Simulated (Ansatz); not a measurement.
The system is Ge.

```xyz
12
Lattice="5.9300 0.0000 0.0000 0.0000 5.9300 0.0000 0.0000 0.0000 6.9800" Properties=species:S:1:pos:R:3 pbc="T T T"
Ge    2.2237    0.9885    5.2350
Ge    1.9765    5.1887    3.4900
Ge    3.7062    4.9415    1.7450
Ge    3.9535    0.7412    0.0000
Ge    5.1887    1.9765    3.4900
Ge    4.9415    3.7062    5.2350
Ge    0.7412    3.9535    0.0000
Ge    0.9885    2.2237    1.7450
Ge    3.4097    2.5202    1.7450
Ge    5.4852    5.4852    3.4900
Ge    2.5202    3.4097    5.2350
Ge    0.4447    0.4447    0.0000
```

This isn't the form of Ge at room conditions, which is diamond.

| Property | Result |
| --- | --- |
| Program | Ansatz 0.2.0 |
| Task | single point |
| Functional | PBE |
| Potentials or basis | all-electron LAPW, scalar-relativistic |
| Cutoff | 320 eV (chosen from the basis error) |
| Basis error allowed | 0.001 eV/atom |
| k mesh | 5 × 5 × 4 |
| Occupations | fermi-dirac, width 0.05 eV |
| Spin | no spin polarisation |

On this cell: pressure 4.0 GPa; largest force 0.887 eV/Å; band gap on the k mesh 0.70 eV, direct.

The same run follows on a disturbed copy (atoms moved at random, drawn with an rms of 0.05 Å):

```
CELL_PARAMETERS angstrom
5.93000 0.00000 0.00000
0.00000 5.93000 0.00000
0.00000 0.00000 6.98000
ATOMIC_POSITIONS crystal
Ge 0.37955 0.17300 0.75066
Ge 0.32695 0.87291 0.49431
Ge 0.62407 0.83734 0.24885
Ge 0.67054 0.11862 0.99765
Ge 0.87510 0.33745 0.50435
Ge 0.83039 0.62692 0.75362
Ge 0.12915 0.66748 0.99939
Ge 0.16225 0.36910 0.24901
Ge 0.56623 0.42259 0.24923
Ge 0.92376 0.92416 0.49726
Ge 0.42605 0.58232 0.74732
Ge 0.07567 0.07141 0.99336
```

Task: What does the disturbed cell give?

Result: The energy moves by +7.6 meV/atom; pressure 4.0 GPa; largest force 1.220 eV/Å; band gap on the k mesh 0.64 eV, indirect (least direct gap 0.66 eV).

Forces in eV/Å, atoms in the order of the input:
```
Ge  -0.447 -0.519 -0.328
Ge   0.501  0.002  0.329
Ge   0.232 -0.330  0.165
Ge  -0.384  0.674  0.099
Ge  -0.480 -0.087 -0.371
Ge   0.461  0.473 -0.124
Ge   0.264 -0.416  0.005
Ge  -0.343 -0.257 -0.187
Ge   1.135 -0.444  0.065
Ge  -0.849 -0.426  0.174
Ge  -0.804  0.443  0.025
Ge   0.712  0.887  0.147
```

Stress tensor (GPa, compression positive):
```
 5.20 -0.07 -0.15
-0.07  3.89 -0.26
-0.15 -0.26  2.78
```

Caveats: an odd mesh through Γ misses points on the zone boundary, where band edges often lie.
